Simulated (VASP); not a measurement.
# Na (P-1) in VASP: single point with PBE

Aim: the single point of Na with PBE.

All numbers are computed with VASP 6.6.1; they aren't measurements. Logs are shortened: lines on timing, memory, paths and dates and some standing lists are left out, and cuts for length are marked.

## 1. The crystal as given

The typed cell holds 1 atom: a = 3.697 Å, b = 3.685 Å, c = 3.665 Å, α = 110.29°, β = 109.26°, γ = 107.02°.

## 2. Single point, PBE

File INCAR:

```
ALGO = Fast
EDIFF = 1E-6
ENCUT = 520
GGA = PE
ISIF = 2
ISMEAR = 1
LASPH = True
LCHARG = False
LREAL = False
LWAVE = False
NBANDS = 10
NELM = 100
PREC = Accurate
SIGMA = 0.1
```

File KPOINTS:

```
k-points
0
Gamma
  8 8 8
```

File POSCAR:

```
Na
1.0
   -2.0576110000      2.1435560000      2.1993280000
    2.1081360000     -2.0830750000      2.1893720000
    2.0920000000      2.1174640000     -2.1388470000
Na
1
Direct
   -0.0012990000     -0.0002080000     -0.0053070000
```

Potentials or basis: VASP PAW PBE potentials, release 64 (Na_pv).

Command:

```console
cat potpaw_PBE.64/Na_pv/POTCAR > POTCAR
mpirun -np 1 vasp_std > vasp.out
```

OUTCAR:

```text
EDIFF = 1E-6
   ENCUT = 520
   GGA = PE
   ISIF = 2
   ISMEAR = 1
   LASPH = True
   LREAL = False
   NELM = 100
   PREC = Accurate

 ion  position               nearest neighbor table
   1  0.999  1.000  0.995-

  LATTYP: Found a triclinic cell.
 ALAT       =     3.6846694023
 B/A-ratio  =     1.6105846299
 C/A-ratio  =     0.9947565805
 COS(alpha) =     0.0098245113
 COS(beta)  =     0.3467707922
 COS(gamma) =     0.8032606655

  Lattice vectors:

 A1 = (  -2.1081360000,   2.0830750000,  -2.1893720000)
 A2 = (  -4.1657470000,   4.2266310000,   0.0099560000)
 A3 = (   2.0920000000,   2.1174640000,  -2.1388470000)

Analysis of symmetry for initial positions (statically):
=====================================================================
 Subroutine PRICEL returns:
 Original cell was already a primitive cell.

 Routine SETGRP: Setting up the symmetry group for a
 triclinic supercell.

 Subroutine GETGRP returns: Found  2 space group operations
 (whereof  1 operations were pure point group operations)
 out of a pool of  2 trial point group operations.

The static configuration has the point symmetry C_1 .
 The point group associated with its full space group is S_2 .

Analysis of symmetry for dynamics (positions and initial velocities):
=====================================================================
 Subroutine PRICEL returns:
 Original cell was already a primitive cell.

 Routine SETGRP: Setting up the symmetry group for a
 triclinic supercell.

 Subroutine GETGRP returns: Found  2 space group operations
 (whereof  1 operations were pure point group operations)
 out of a pool of  2 trial point group operations.

The dynamic configuration has the point symmetry C_1 .
 The point group associated with its full space group is S_2 .

 Subroutine INISYM returns: Found  2 space group operations
 (whereof  1 operations are pure point group operations),
 and found     1 'primitive' translations

----------------------------------------------------------------------------------------

                                     Primitive cell

  volume of cell :      39.2564

  direct lattice vectors                    reciprocal lattice vectors
    -2.057611000  2.143556000  2.199328000    -0.004598939  0.231533027  0.224720079
     2.108136000 -2.083075000  2.189372000     0.235420029 -0.005096728  0.225217868
     2.092000000  2.117464000 -2.138847000     0.236252263  0.232863049 -0.005928962

  length of vectors
     3.696706508  3.684669402  3.665349135     0.322688405  0.325839922  0.331776256

  position of ions in fractional coordinates (direct lattice)
     0.998701000  0.999792000  0.994693000

  ion indices of the primitive-cell ions
   primitive index   ion index
                 1           1

----------------------------------------------------------------------------------------

 KPOINTS: k-points

Automatic generation of k-mesh.
 Grid dimensions read from file:
 generate k-points for:    8    8    8

 Generating k-lattice:

  Cartesian coordinates                     Fractional coordinates (reciprocal lattice)
    -0.000574867  0.028941628  0.028090010     0.125000000  0.000000000  0.000000000
     0.029427504 -0.000637091  0.028152234    -0.000000000  0.125000000  0.000000000
     0.029531533  0.029107881 -0.000741120     0.000000000  0.000000000  0.125000000

  Length of vectors
     0.040336051  0.040729990  0.041472032

  Shift w.r.t. Gamma in fractional coordinates (k-lattice)
     0.000000000  0.000000000  0.000000000

 Subroutine IBZKPT returns following result:
 ===========================================

 Found    260 irreducible k-points:

 Following reciprocal coordinates:
            Coordinates               Weight
  0.000000  0.000000  0.000000      1.000000
  0.125000  0.000000  0.000000      2.000000
  0.250000  0.000000  0.000000      2.000000
  0.375000  0.000000  0.000000      2.000000
  0.500000  0.000000  0.000000      1.000000
 -0.000000  0.125000 -0.000000      2.000000
[... 16 lines left out ...]
  0.125000  0.375000  0.000000      2.000000
  0.250000  0.375000 -0.000000      2.000000
 [... further k-points ...]
   k-points           NKPTS =    260   k-points in BZ     NKDIM =    260   number of bands    NBANDS=     10
   number of dos      NEDOS =    301   number of ions     NIONS =      1
   total plane-waves  NPLWV =  21952
   dimension x,y,z NGX =    28 NGY =   28 NGZ =   28
   dimension x,y,z NGXF=    56 NGYF=   56 NGZF=   56
   ions per type =               1
   NGX,Y,Z   is equivalent  to a cutoff of  12.59, 12.63, 12.70 a.u.
   NGXF,Y,Z  is equivalent  to a cutoff of  25.18, 25.27, 25.40 a.u.
 SYSTEM =  unknown system
   PREC   = accura    normal or accurate (medium, high low for compatibility)
   ISTART =      0    job   : 0-new  1-cont  2-samecut
   ICHARG =      2    charge: 1-file 2-atom 10-const
   ISPIN  =      1    spin polarized calculation?
   LNONCOLLINEAR =      F non collinear calculations
   LSORBIT =      F    spin-orbit coupling
   LASPH  =      T    aspherical Exc in radial PAW
   ENCUT  =  520.0 eV  38.22 Ry    6.18 a.u.   6.87  6.85  6.82*2*pi/ulx,y,z
   NELM   =    100;   NELMIN=  2; NELMDL= -5     # of ELM steps
   EDIFF  = 0.1E-05   stopping-criterion for ELM
   LREAL  =      F    real-space projection
   EDIFFG = 0.1E-04   stopping-criterion for IOM
   NSW    =      0    number of steps for IOM
   IBRION =     -1    ionic relax: 0-MD 1-quasi-New 2-CG
   NFREE  =      0    steps in history (QN), initial steepest desc. (CG)
   ISIF   =      2    stress and relaxation
   ISYM   =      2    0-nonsym 1-usesym 2-fastsym
   POTIM  = 0.5000    time-step for ionic-motion
   TEBEG  =    0.0;   TEEND  =   0.0 temperature during run
   PSTRESS=    0.0 pullay stress
   NELECT =       7.0000    total number of electrons
   NUPDOWN=      -1.0000    fix difference up-down
   EMIN   =  10.00;   EMAX   =-10.00  energy-range for DOS
   EFERMI =   0.00;   METHOD = LEGACY
   ISMEAR =     1;   SIGMA  =   0.10  broadening in eV -4-tet -1-fermi 0-gaus
   EFERMI_NEDOS =   21; number of points for ismear=-14 and -15
   IALGO  =     68    algorithm
   IMIX   =      4    mixing-type and parameters
     AMIX     =   0.40;   BMIX     =  1.00
     AMIX_MAG =   1.60;   BMIX_MAG =  1.00
  volume/ion in A,a.u.               =      39.26       264.92
  Fermi-wavevector in a.u.,A,eV,Ry     =   0.921448  1.741284 11.552248  0.849066
  Thomas-Fermi vector in A             =   2.046865
   LORBIT       =      0    0 simple, 1 ext, 2 COOP (PROOUT), +10 PAW based schemes
   GGA     = PE    functional components
   LHFCALC =     F    Hartree Fock is set to
   AEXX    =    0.0000 exact exchange contribution
   IVDW    =     0    specifies the selected vdW correction
   LEPSILON=     F    determine dielectric tensor
   LRPA    =     F    only Hartree local field effects (RPA)
 non-spin polarized calculation
 RMM-DIIS sequential band-by-band and
 Methfessel and Paxton  Order N= 1 SIGMA  =   0.10
  energy-cutoff  :      520.00
  volume of cell :       39.26
 maximum number of plane-waves:      1072
   NGX = 13   NGY = 13   NGZ = 13

 number of electron       6.9999995 magnetization

 Free energy of the ion-electron system (eV)
  ---------------------------------------------------
  ext. energy  EPLUGINS =         0.00000000
  ---------------------------------------------------
  free energy    TOTEN  =        -1.29870698 eV

  energy without entropy =       -1.29830022  energy(sigma->0) =       -1.29857140

 E-fermi :   0.2134     XC(G=0):  -6.3550

 val. band max:        0.2104245772   @ k =   0.5000   0.2500   0.2500
 cond. band min:       0.2222212776   @ k =   0.5000  -0.0000   0.1250
 fundamental gap:      0.0117967004
 Fermi energy:         0.2134092926

 k-point     1 :       0.0000    0.0000    0.0000
  band No.  band energies     occupation
      1     -24.7794      2.00000
      2     -24.7791      2.00000
      3     -24.7780      2.00000
      4      -2.9900      2.00000
      5      11.1337      0.00000
      6      11.4078      0.00000
      7      11.8923      0.00000
      8      12.3826      0.00000
      9      12.3892      0.00000
     10      12.7056      0.00000

 k-point     2 :       0.1250    0.0000    0.0000
  band No.  band energies     occupation
      1     -24.7824      2.00000
      2     -24.7801      2.00000
      3     -24.7792      2.00000
      4      -2.7378      2.00000
      5       8.5026      0.00000
      6      10.4373      0.00000
      7      11.0193      0.00000
      8      11.4450      0.00000
      9      11.9616      0.00000
     10      13.2833      0.00000

 k-point     3 :       0.2500    0.0000    0.0000
  band No.  band energies     occupation
      1     -24.7920      2.00000
      2     -24.7829      2.00000
      3     -24.7792      2.00000
      4      -1.9880      2.00000
      5       5.5964      0.00000
      6       9.3655      0.00000
      7      10.0761      0.00000
      8      10.3499      0.00000
      9      11.2265      0.00000
     10      13.8592      0.00000

 k-point     4 :       0.3750    0.0000    0.0000
  band No.  band energies     occupation
      1     -24.8017      2.00000
      2     -24.7858      2.00000
      3     -24.7791      2.00000
      4      -0.7603      2.00000
      5       3.0681      0.00000
      6       8.6906      0.00000
      7       9.4971      0.00000
      8       9.6932      0.00000
      9      10.6092      0.00000
     10      14.8221      0.00000
[... 222 lines left out ...]
 k-point    22 :      -0.0000    0.3750    0.0000
  band No.  band energies     occupation
      1     -24.8025      2.00000
      2     -24.7859      2.00000
      3     -24.7792      2.00000
      4      -0.7176      2.00000
      5       3.1832      0.00000
      6       8.4957      0.00000
      7       9.2866      0.00000
      8       9.5202      0.00000
      9      10.5035      0.00000
     10      14.8599      0.00000

 k-point    23 :       0.1250    0.3750    0.0000
  band No.  band energies     occupation
      1     -24.8034      2.00000
      2     -24.7884      2.00000
      3     -24.7809      2.00000
      4       0.1902      1.38100
      5       2.3332      0.00000
      6       6.2537      0.00000
      7       8.6376      0.00000
      8      10.4628      0.00000
      9      12.4279      0.00000
     10      14.6599      0.00000

 k-point    24 :       0.2500    0.3750   -0.0000
  band No.  band energies     occupation
      1     -24.8016      2.00000
      2     -24.7933      2.00000
      3     -24.7826      2.00000
      4       1.4763     -0.00000
      5       2.0024     -0.00000
      6       3.9853      0.00000
      7       8.1518      0.00000
      8      11.8194      0.00000
      9      13.1786      0.00000
     10      14.2764      0.00000

 [... further k-points ...]

------------------------ aborting loop because EDIFF is reached ----------------------------------------

  FORCE on cell =-STRESS in cart. coord.  units (eV):
  Direction    XX          YY          ZZ          XY          YZ          ZX
  --------------------------------------------------------------------------------------
  -------------------------------------------------------------------------------------
  Total       -0.1415944     -0.1450113     -0.0761936     -0.0219948     -0.0098683     -0.0181768
  in kB       -5.7789187     -5.9183703     -3.1097022     -0.8976775     -0.4027585     -0.7418517
  external PRESSURE =      -4.9356638 kB  Pullay stress =       0.0000000 kB

 VOLUME and BASIS-vectors are now :
 -----------------------------------------------------------------------------
  energy-cutoff  :      520.00
  volume of cell :       39.26
      direct lattice vectors                 reciprocal lattice vectors
    -2.057611000  2.143556000  2.199328000    -0.004598939  0.231533027  0.224720079
     2.108136000 -2.083075000  2.189372000     0.235420029 -0.005096728  0.225217868
     2.092000000  2.117464000 -2.138847000     0.236252263  0.232863049 -0.005928962

 POSITION                                       TOTAL-FORCE (eV/Angst)
 -----------------------------------------------------------------------------------
      2.13366      2.16436      2.25789        -0.000000      0.000000      0.000000
 -----------------------------------------------------------------------------------
    total drift:                                0.000001      0.000003     -0.000010

  FREE ENERGIE OF THE ION-ELECTRON SYSTEM (eV)
  ---------------------------------------------------
  free  energy   TOTEN  =        -1.2987069827 eV

  energy  without entropy=       -1.2983002217  energy(sigma->0) =       -1.29857140
```

Run time: 50 s. Hardware: 1 thread of AMD EPYC 7R13 (Zen 3), shared host; peak memory 0.18 GiB.

Results:

```yaml
Free_energy: -1.2987 eV
Pressure: -0.5 GPa
Band_gap_on_the_k_mesh: none (metal or under the smearing width)
```
